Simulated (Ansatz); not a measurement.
# BaTiO3 (Barioperovskite) (Amm2) in Ansatz: reference runs

Reference runs on BaTiO3 (Barioperovskite): the cell as given and a disturbed copy.

All numbers are computed with Ansatz 0.2.0; they aren't measurements. Logs are shortened: lines on timing, memory, paths and dates and some standing lists are left out, and cuts for length are marked.

## 1. The structure

The structure is orthorhombic, space group Amm2 (No. 38). Conventional cell: a = 3.986 Å, b = 5.674 Å, c = 5.690 Å, α = 90.00°, β = 90.00°, γ = 90.00°. Ba (site symmetry mm2) has 12 O at 2.77 to 2.92 Å as nearest neighbours. Around Ti (site symmetry mm2) lie 6 O at 1.93 to 2.09 Å. Around O (site symmetry m) lie 2 Ti at 1.93 to 2.09 Å. Around O (site symmetry mm2) lie 2 Ti at 2.00 Å.

## 2. Single point, PBE

Input file input.yaml:

```yaml
crystal:
  lattice:
    - [3.9855, 0.0, 0.0]
    - [0.0, 2.8369, 2.84515]
    - [0.0, -2.8369, 2.84515]
  atoms:
    - { symbol: Ba, position: [0.0, 0.0, 0.0] }
    - { symbol: Ti, position: [0.5, 0.5124, 0.5124] }
    - { symbol: O, position: [0.5, 0.99184, 0.50524] }
    - { symbol: O, position: [0.5, 0.50524, 0.99184] }
    - { symbol: O, position: [0.0, 0.4874, 0.4874] }
hamiltonian:
  xc: pbe
  pseudopotentials: { kind: paw }
kpoints:
  mp_grid: { grid: [7, 7, 7] }
scf:
  occupations: { method: fermi_dirac, width: 0.05 }
output:
  forces: true
  stress: true
  eigenvalues: true
```

Potentials or basis: Ansatz PAW.

Command:

```
ansatz run input.yaml --threads 2 --pin off --max-ram 5120MiB --backend cpu --events-out ev --progress --plain --runs-dir out
```

Standard output:

```text
Warning: RAYON_NUM_THREADS=2 ignored (pool sized by the plan → 2); use --threads N
Engine: ansatz 0.2.0, x86_64-unknown-linux-gnu
Pseudopotentials: kind: paw
Pseudopotential: Ba, paw, valence charge 10, recommended cutoff 420 eV (normal), Ba.paw.azcp
Pseudopotential: Ti, paw, valence charge 12, recommended cutoff 420 eV (normal), Ti.paw.azcp
Pseudopotential: O, paw, valence charge 6, recommended cutoff 420 eV (normal), O.paw.azcp
Functional definition: PBE
  parameter kappa = 0.804
  parameter beta = 0.06672455060314922
  exchange = pbe_x(kappa = kappa, mu = beta*pi^2/3)
  correlation = pbe_c(beta = beta)
Crystal: 5 atoms, lattice volume = 64.337 Å³
Basis set: ecut = 420 eV, 1249 PW (Γ), exchange–correlation on 54×54×54 points (8 copies of the dense FFT grid, shifted against one another)
Bands: 25, of which v1, the nominal top of the filled ones, is band 20 counted from 1 (19 counted from 0)
Symmetry: 4 space group operations
Space group: Amm2 (ITA 38), of the structure as read, at distance tolerance 4.0e-5 Å
k-points: 64 of 343 (time reversal used)
Non-local potential: Ba, projectors of the file, l = 0: 3, l = 1: 2, l = 2: 2, l = 3: 2
Non-local potential: Ti, projectors of the file, l = 0: 3, l = 1: 2, l = 2: 3, l = 3: 1
Non-local potential: O, projectors of the file, l = 0: 2, l = 1: 2, l = 2: 1
PAW form: soft (Blöchl's): semilocal exchange-correlation on the pseudo side does not see the compensation charge
PAW one-centre angular grid: Ba, 194 points (default); XC on 64 Gauss nodes
PAW one-centre angular grid: Ti, 590 points (default); XC on 64 Gauss nodes
PAW one-centre angular grid: O, 110 points (default); XC on 64 Gauss nodes
Initial density: superposition of atomic densities (neutral atoms: chi_scale 0, normalization atom), corrected by the library's trained network
Initial wavefunctions: pseudopotential atomic-orbital guess
Functional: x = pbe(κ = 0.804, μ = 0.2195149727645171), c = pbe(β = 0.06672455060314922)
SCF iter   1: F=—  HF=-10159.568011 eV  |F-HF|=—  |Δ(HF+E_count)|=         —  Δρ=1.63e-3  dr2=1.04e-3  ethr=1.77e-3  ⟨swp⟩=6.1  Hψ=7994  notcnv=0
preconditioner: auto → Resta (q_TF=auto, 2.521 Å⁻¹)  ε∞=5.9  [insulator: Δε(μ)=1.967 eV  Ē_g=11.885 eV  σ=0.050 eV  W_gap=1.00  n_scr=18 (ndim 8)  ℏωp=26.2 eV  f_vac=0.000  D(μ)=0.00/eV (n_scr^D=0)  ε∞_Penn≈5.9]
SCF iter   2: F=—  HF=-10159.568297 eV  |F-HF|=—  |Δ(HF+E_count)|=   2.86e-4  Δρ=7.95e-4  dr2=2.67e-4  ethr=2.60e-6  ⟨swp⟩=2.1  Hψ=3194  notcnv=0
SCF iter   3: F=—  HF=-10159.568433 eV  |F-HF|=—  |Δ(HF+E_count)|=   1.36e-4  Δρ=1.11e-4  dr2=1.37e-5  ethr=6.67e-7  ⟨swp⟩=2.7  Hψ=2399  notcnv=0
SCF iter   4: F=—  HF=-10159.567886 eV  |F-HF|=—  |Δ(HF+E_count)|=   5.47e-4  Δρ=5.16e-5  dr2=1.73e-6  ethr=3.43e-8  ⟨swp⟩=2.0  Hψ=2775  notcnv=0
SCF iter   5: F=—  HF=-10159.567886 eV  |F-HF|=—  |Δ(HF+E_count)|=   2.08e-8  Δρ=1.71e-5  dr2=1.31e-7  ethr=4.32e-9  ⟨swp⟩=2.3  Hψ=2727  notcnv=0
SCF iter   6: F=-10159.567886 eV  HF=-10159.567886 eV  |F-HF|=2.28e-9  |Δ(HF+E_count)|=   1.05e-8  Δρ=3.58e-6  dr2=4.08e-9  ethr=2.50e-10  ⟨swp⟩=7.7  Hψ=7341  notcnv=0
SCF 1 converged in 6 iterations: F = -10159.567886 eV  dr2 = 4.08e-9
SCF converged after 6 iterations
Free energy (F): -10159.567886 eV
Harris-Foulkes:  -10159.567886 eV  (|F-HF|=2.28e-9)
Internal energy: -10159.567886 eV  (E = F + TS)
E sigma→0 (E₀):  -10159.567886 eV
Fermi energy:    11.240359 eV
--- Per-component energies (eV) ---
  E_band       = -141.771300
  E_kinetic    = 970.113833
  E_local      = -2103.556565  (includes V_loc(G=0)·N_el)
  E_nonlocal   = 203.554680
  E_hartree    = 821.630470
  E_xc         = -491.522694
  E_vxc        = -546.211795  (∫ρ·V_xc dr)
  E_paw        = -6744.538093  (= ΣΔE_a)
  E_vpaw       = -308.940270  (= ΣTr[D̂ρ^β])
  E_aug_tail   = 0.007410  (compensation charges beyond the density's cutoff)
  E_ewald      = -2815.256928
  E_smearing   = -0.000000  (= −TS)
  E_closure    = -0.000000  (closes the sum)
  Σ components = -10159.567886   (vs F -10159.567886, Δ=0.00e0)
--- Forces (eV/Å), atoms counted from 1 ---
  atom   1  Ba    -0.00000000     0.00000000     0.15584790
  atom   2  Ti    -0.00000000     0.00000000     0.17991833
  atom   3  O     -0.00000000     0.00232598    -0.26990827
  atom   4  O     -0.00000000    -0.00232598    -0.26990827
  atom   5  O     -0.00000000     0.00000000     0.20403515
  max |Σ_I F_I| component: 1.52e-5 eV/Å
--- Stress (GPa, compression-positive) ---
        2.442066       0.000000       0.000000
        0.000000       2.571945      -0.000000
        0.000000      -0.000000       1.929234
  P = ⅓ Tr σ = 2.3144 GPa (23.144 kbar)
--- Band table (eV; the first three rows and the last of 64) ---
  k-point 0: bands = ["-46.2222", "-22.4595", "-22.4580", "-22.4431", "-14.3939", "-6.5762", "-5.9159", "-5.9003", "0.4047", "0.4104", "0.4269", "7.9981", "8.0008", "8.0011", "9.0403", "9.0944", "9.1483", "9.9411", "10.0431", "10.0871", "12.1685", "12.2296", "12.3863", "14.3356", "14.3785"]
  k-point 1: bands = ["-46.2220", "-22.4682", "-22.4583", "-22.4428", "-14.3723", "-6.5890", "-5.9124", "-5.8810", "0.4361", "0.4570", "0.4887", "7.6706", "7.9444", "7.9444", "8.7992", "8.8954", "9.0392", "9.6040", "9.8366", "9.9590", "12.2715", "12.5718", "12.6500", "14.3667", "14.8609"]
  k-point 2: bands = ["-46.2217", "-22.4891", "-22.4575", "-22.4419", "-14.3228", "-6.6791", "-5.8884", "-5.7794", "0.5045", "0.5268", "0.6665", "6.9556", "7.7631", "7.7648", "8.4474", "8.5943", "8.7659", "8.8973", "9.6367", "9.7295", "12.3388", "13.2565", "13.3048", "14.3666", "15.7038"]
  k-point 63: bands = ["-46.2198", "-22.5009", "-22.4995", "-22.4889", "-14.1411", "-5.7780", "-5.7217", "-5.6799", "-0.2513", "-0.2070", "-0.1179", "5.9634", "6.5638", "6.5984", "7.7207", "7.9067", "7.9140", "10.0800", "10.1201", "10.1765", "14.3672", "14.4132", "14.4232", "17.0819", "17.2368"]
```

Wall time 6.4 s (2 threads of AMD EPYC 7R43 (Zen 3), shared host); peak memory 0.48 GiB.

What came out:

| Property | Result |
| --- | --- |
| Free energy | -10159.5679 eV |
| Pressure | 2.3 GPa |
| Largest force | 0.270 eV/Å |
| Band gap on the k mesh | 1.98 eV, indirect (least direct gap 2.08 eV) |

Forces in eV/Å, atoms in the order of the input:
```
Ba   0.000  0.000  0.156
Ti   0.000  0.000  0.180
O    0.000  0.002 -0.270
O    0.000 -0.002 -0.270
O    0.000  0.000  0.204
```

Levels at points of the mesh, in eV from the valence-band top:
```tsv
k point	band 17	band 18	band 19	band 20	band 21	band 22	band 23	band 24
(0.00, 0.00, 0.00)	-1.04	-0.24	-0.14	-0.10	1.98	2.05	2.20	4.15
```

Caveat: odd divisions of the mesh miss points on the zone boundary, where band edges often lie, so the gap on the mesh can be too wide; the pressure holds a Pulay correction of +0.5 GPa for the finite cutoff; spin-orbit coupling is left out, which moves the levels of the heavy elements.

## 3. Single point, PBE (atoms moved at random, drawn with an rms of 0.05 Å)

Input file input.yaml:

```yaml
crystal:
  lattice:
    - [3.9855, 0.0, 0.0]
    - [0.0, 2.8369, 2.84515]
    - [0.0, -2.8369, 2.84515]
  atoms:
    - { symbol: Ba, position: [0.000522, -0.000146, 0.006069] }
    - { symbol: Ti, position: [0.503928, 0.51327, 0.519971] }
    - { symbol: O, position: [0.500399, 0.977165, 0.503131] }
    - { symbol: O, position: [0.516827, 0.502107, 1.009653] }
    - { symbol: O, position: [0.005246, 0.489722, 0.502551] }
hamiltonian:
  xc: pbe
  pseudopotentials: { kind: paw }
kpoints:
  mp_grid: { grid: [7, 7, 7] }
scf:
  occupations: { method: fermi_dirac, width: 0.05 }
output:
  forces: true
  stress: true
  eigenvalues: true
```

Potentials or basis: Ansatz PAW.

Command:

```
ansatz run input.yaml --threads 2 --pin off --max-ram 5120MiB --backend cpu --events-out ev --progress --plain --runs-dir out
```

Standard output:

```text
Warning: RAYON_NUM_THREADS=2 ignored (pool sized by the plan → 2); use --threads N
[... 10 set-up lines as earlier in the session ...]
Crystal: 5 atoms, lattice volume = 64.337 Å³
Basis set: ecut = 420 eV, 1249 PW (Γ), exchange–correlation on 54×54×54 points (8 copies of the dense FFT grid, shifted against one another)
Bands: 25, of which v1, the nominal top of the filled ones, is band 20 counted from 1 (19 counted from 0)
Symmetry: 1 space group operations
Space group: P1 (ITA 1), of the structure as read, at distance tolerance 4.0e-5 Å
k-points: 172 of 343 (time reversal used)
[... 10 set-up lines as earlier in the session ...]
SCF iter   1: F=—  HF=-10159.554187 eV  |F-HF|=—  |Δ(HF+E_count)|=         —  Δρ=1.60e-3  dr2=9.56e-4  ethr=1.77e-3  ⟨swp⟩=6.1  Hψ=21492  notcnv=0
preconditioner: auto → Resta (q_TF=auto, 2.521 Å⁻¹)  ε∞=5.8  [insulator: Δε(μ)=1.990 eV  Ē_g=11.942 eV  σ=0.050 eV  W_gap=1.00  n_scr=18 (ndim 8)  ℏωp=26.2 eV  f_vac=0.000  D(μ)=0.00/eV (n_scr^D=0)  ε∞_Penn≈5.8]
SCF iter   2: F=—  HF=-10159.554494 eV  |F-HF|=—  |Δ(HF+E_count)|=   3.07e-4  Δρ=7.80e-4  dr2=2.43e-4  ethr=2.39e-6  ⟨swp⟩=2.0  Hψ=8804  notcnv=0
SCF iter   3: F=—  HF=-10159.554642 eV  |F-HF|=—  |Δ(HF+E_count)|=   1.48e-4  Δρ=1.11e-4  dr2=1.35e-5  ethr=6.09e-7  ⟨swp⟩=2.8  Hψ=6610  notcnv=0
SCF iter   4: F=—  HF=-10159.554491 eV  |F-HF|=—  |Δ(HF+E_count)|=   1.51e-4  Δρ=4.97e-5  dr2=1.53e-6  ethr=3.38e-8  ⟨swp⟩=2.0  Hψ=7447  notcnv=0
SCF iter   5: F=—  HF=-10159.554491 eV  |F-HF|=—  |Δ(HF+E_count)|=   7.46e-8  Δρ=1.59e-5  dr2=1.16e-7  ethr=3.82e-9  ⟨swp⟩=2.4  Hψ=7531  notcnv=0
SCF iter   6: F=-10159.554491 eV  HF=-10159.554491 eV  |F-HF|=2.30e-9  |Δ(HF+E_count)|=   7.11e-9  Δρ=3.61e-6  dr2=3.94e-9  ethr=2.50e-10  ⟨swp⟩=7.9  Hψ=20145  notcnv=0
SCF 1 converged in 6 iterations: F = -10159.554491 eV  dr2 = 3.94e-9
SCF converged after 6 iterations
Free energy (F): -10159.554491 eV
Harris-Foulkes:  -10159.554491 eV  (|F-HF|=2.30e-9)
Internal energy: -10159.554491 eV  (E = F + TS)
E sigma→0 (E₀):  -10159.554491 eV
Fermi energy:    11.274094 eV
--- Per-component energies (eV) ---
  E_band       = -141.534621
  E_kinetic    = 970.565602
  E_local      = -2109.605431  (includes V_loc(G=0)·N_el)
  E_nonlocal   = 203.648422
  E_hartree    = 824.638588
  E_xc         = -491.600883
  E_vxc        = -546.315215  (∫ρ·V_xc dr)
  E_paw        = -6744.656709  (= ΣΔE_a)
  E_vpaw       = -309.113633  (= ΣTr[D̂ρ^β])
  E_aug_tail   = 0.007418  (compensation charges beyond the density's cutoff)
  E_ewald      = -2812.551497
  E_smearing   = -0.000000  (= −TS)
  E_closure    = 0.000000  (closes the sum)
  Σ components = -10159.554491   (vs F -10159.554491, Δ=0.00e0)
--- Forces (eV/Å), atoms counted from 1 ---
  atom   1  Ba     0.11209896    -0.09609250     0.17150253
  atom   2  Ti    -0.04081373     0.19232047     0.08316137
  atom   3  O      0.05982376     0.07001915     0.30348748
  atom   4  O     -0.25334345     0.06913349    -0.58208239
  atom   5  O      0.12223429    -0.23538479     0.02392801
  max |Σ_I F_I| component: 4.18e-6 eV/Å
--- Stress (GPa, compression-positive) ---
        2.894558       0.040135      -0.028090
        0.040135       3.075341       1.171638
       -0.028090       1.171638       2.899750
  P = ⅓ Tr σ = 2.9565 GPa (29.565 kbar)
--- Band table (eV; the first three rows and the last of 172) ---
  k-point 0: bands = ["-46.1720", "-22.4468", "-22.3957", "-22.3942", "-14.4035", "-6.5765", "-5.9450", "-5.8631", "0.3909", "0.4075", "0.4193", "7.9860", "7.9994", "8.0210", "8.9984", "9.0299", "9.1653", "9.9663", "9.9832", "10.0572", "12.2140", "12.3715", "12.4310", "14.3694", "14.5014"]
  k-point 1: bands = ["-46.1718", "-22.4464", "-22.4051", "-22.3939", "-14.3819", "-6.5978", "-5.9333", "-5.8434", "0.4356", "0.4490", "0.4719", "7.6848", "7.9326", "7.9544", "8.7210", "8.8870", "9.0759", "9.5812", "9.8213", "9.9309", "12.4113", "12.6000", "12.6582", "14.4867", "14.9021"]
  k-point 2: bands = ["-46.1715", "-22.4456", "-22.4261", "-22.3930", "-14.3325", "-6.6976", "-5.9125", "-5.7291", "0.5034", "0.5199", "0.6467", "6.9948", "7.7513", "7.7577", "8.3317", "8.6396", "8.8116", "8.9503", "9.5716", "9.6801", "12.4607", "13.2747", "13.3050", "14.4850", "15.7261"]
  k-point 171: bands = ["-46.1708", "-22.4535", "-22.4448", "-22.4024", "-14.2581", "-6.6125", "-5.8532", "-5.6646", "0.3873", "0.5454", "0.7230", "6.3342", "7.2587", "7.4361", "7.6466", "7.9514", "8.7028", "9.1995", "9.2624", "9.3753", "12.9941", "13.8638", "13.9149", "15.1671", "16.6064"]
```

Wall time 16 s (2 threads of AMD EPYC 7R43 (Zen 3), shared host); peak memory 0.6 GiB.

Results:

```yaml
Free_energy: -10159.5545 eV
Pressure: 3.0 GPa
Largest_force: 0.639 eV/Å
Band_gap_on_the_k_mesh: 2.01 eV, indirect (least direct gap 2.16 eV)
```

Forces in eV/Å, atoms in the order of the input:
```
Ba   0.112 -0.096  0.172
Ti  -0.041  0.192  0.083
O    0.060  0.070  0.303
O   -0.253  0.069 -0.582
O    0.122 -0.235  0.024
```

Caveat: odd divisions of the mesh miss points on the zone boundary, where band edges often lie, so the gap on the mesh can be too wide; the pressure holds a Pulay correction of +0.5 GPa for the finite cutoff; spin-orbit coupling is left out, which moves the levels of the heavy elements. A k mesh can miss the band edges.
